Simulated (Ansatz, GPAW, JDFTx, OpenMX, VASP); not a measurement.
# BaTiO3: programs and potentials compared

```
CELL_PARAMETERS angstrom
3.99980 0.00000 0.00000
0.00000 3.99980 0.00000
0.00000 0.00000 4.01800
ATOMIC_POSITIONS crystal
Ba 0.00000 0.00000 0.00000
Ti 0.50000 0.50000 0.49000
O 0.00000 0.50000 0.51700
O 0.50000 0.00000 0.51700
O 0.50000 0.50000 0.01900
```

Alike in all runs: task single point; functional PBE; k mesh 7 × 7 × 7; occupations fermi-dirac, width 0.05 eV; no spin polarisation; no spin-orbit coupling. Pressure is positive in compression and, in plane waves, holds the error of the finite cutoff, which Ansatz's Pulay term estimates and takes out.

| program and potentials | plane-wave cutoff (eV) | notes | pressure (GPa) | largest force (eV/Å) |
| --- | --- | --- | --- | --- |
| OpenMX, OpenMX 2013 PBE set, Ba10.0-s3p2d2, Ti7.0-s3p2d2, O6.0-s2p2d1, grid cutoff 400 Ry | - | atomic basis | 3.90 | 0.417 |
| GPAW, GPAW PAW data sets (gpaw-data 1.2.1) | 800 | - | 3.76 | 0.250 |
| Ansatz, Ansatz PAW (earlier soft set) | 420 | Pulay term of +0.39 GPa included | 2.46 | 0.313 |
| JDFTx, PseudoDojo-SR-PBE-0.5-standard | 1143 | - | 1.96 | 0.314 |
| Ansatz, all-electron LAPW, scalar-relativistic | - | - | 2.43 | 0.311 |
| VASP, PBE PAW files Ba_sv, O, Ti_sv, 520 eV | 520 | - | 4.22 | 0.274 |

Force on atom 2 (Ti), eV/Å:

| program and potentials | x | y | z |
| --- | --- | --- | --- |
| OpenMX, OpenMX 2013 PBE set, Ba10.0-s3p2d2, Ti7.0-s3p2d2, O6.0-s2p2d1, grid cutoff 400 Ry | 0.000 | 0.000 | -0.417 |
| GPAW, GPAW PAW data sets (gpaw-data 1.2.1) | 0.000 | 0.000 | -0.090 |
| Ansatz, Ansatz PAW (earlier soft set) | 0.000 | 0.000 | -0.152 |
| JDFTx, PseudoDojo-SR-PBE-0.5-standard | 0.000 | 0.000 | -0.143 |
| Ansatz, all-electron LAPW, scalar-relativistic | 0.000 | 0.000 | -0.150 |
| VASP, PBE PAW files Ba_sv, O, Ti_sv, 520 eV | 0.000 | 0.000 | -0.114 |

The pressure spans 1.96 (JDFTx, PseudoDojo-SR-PBE-0.5-standard) to 4.22 GPa (VASP, PBE PAW files Ba_sv, O, Ti_sv, 520 eV), with all-electron results at 2.43. Rows in atomic bases carry the error of their basis and grid, which can be large.

The functional is the same throughout but for its coding, so the spread measures potentials, basis and numerics; runs on potential files found faulty are left out.

In every run the force on Ti points along its existing displacement against the oxygen cage, so PBE favours a larger Ti off-centring at this geometry. This fits the usual picture of ferroelectricity in BaTiO3: mixing of empty Ti 3d with filled O 2p states weakens the short-range repulsion that would hold Ti at the centre. The compressive pressure likewise fits PBE's tendency to overestimate the volume of such perovskites.

Ansatz PAW reproduces its all-electron counterpart closely in both pressure and forces. JDFTx matches the forces nearly as well but gives a lower pressure, so good forces don't guarantee a good stress. GPAW and VASP give higher pressures and weaker Ti forces. A finite cutoff normally lowers the computed pressure, so it probably doesn't explain their excess, which points rather to the data sets. OpenMX stands apart mainly in its Ti force of -0.417 eV/Å, which suggests an imbalance in its description of the Ti–O bonds. These single points fix neither the equilibrium tetragonality nor the depth of the ferroelectric well.
